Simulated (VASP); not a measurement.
# HfB2: single point with PBE

The system is HfB2.

```
Hf B
1.0
     3.14000    0.00000    0.00000
    -1.57000    2.71932    0.00000
     0.00000    0.00000    3.48000
Hf B
1 2
Cartesian
  0.0000 0.0000 0.0000
  0.0000 1.8129 1.7400
  1.5700 0.9064 1.7400
```

```
Program                : VASP 6.6.1
Task                   : single point
Functional             : PBE
Potentials or basis    : VASP PAW PBE potentials, release 64 (Hf_pv, B)
Cutoff                 : 520 eV
k mesh                 : 9 × 9 × 7
Occupations            : gaussian, width 0.1 eV
Spin                   : no spin polarisation
Dipole correction      : no
Further INCAR settings : ALGO = Fast; EDIFF = 1e-06; NBANDS = 15
```

```
Pressure               : 1.0 GPa
Band gap on the k mesh : none (metal or under the smearing width)
```

Stress tensor (GPa, compression positive):
```
1.23 0.00 0.00
0.00 1.23 0.00
0.00 0.00 0.66
```

Levels at points of the mesh, in eV from the Fermi level:
```tsv
k point	band 6	band 7	band 8	band 9	band 10	band 11
(0.00, 0.00, 0.00)	-2.98	-2.98	-2.86	3.95	3.95	4.58
```

It took 24 s on 1 thread of Intel(R) Xeon(R) Platinum 8259CL CPU @ 2.50GHz (Skylake/Cascade Lake) (shared host), peak memory 0.15 GiB.

The run has no spin-orbit coupling, so splittings on Hf are missing.
